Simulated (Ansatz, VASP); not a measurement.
Mg in VASP and in Ansatz

```
Mg
1.0
    -1.47650    1.47650    1.44697
     1.47650   -1.47650    1.44697
     1.47650    1.47650   -1.44697
Mg
1
Direct
  0.00000 0.00000 0.00000
```

Change from the starting cell: zz strain of -2 %.

Alike in both runs: task single point; functional LDA; k mesh 19 × 19 × 19; occupations fermi-dirac, width 0.03 eV; no spin polarisation.

|  | VASP | Ansatz |
| --- | --- | --- |
| version | VASP 6.6.1 | Ansatz 0.2.0 |
| potentials or method | VASP PAW LDA potentials, release 64 (Mg), cutoff 520 eV | all-electron LAPW, scalar-relativistic |

```csv
,VASP,Ansatz,Ansatz less VASP
pressure (GPa),60.5,60.0,-0.45
largest component of the traceless stress (GPa),0.48,0.48,-0.007
```

Ansatz ran all-electron here, so the differences hold the error of VASP's frozen core and of both bases.

Caveats: the cell as given lies far from equilibrium; so large a pressure means that the cell lies far from this level's equilibrium, or that cutoff or potentials fall short (VASP).
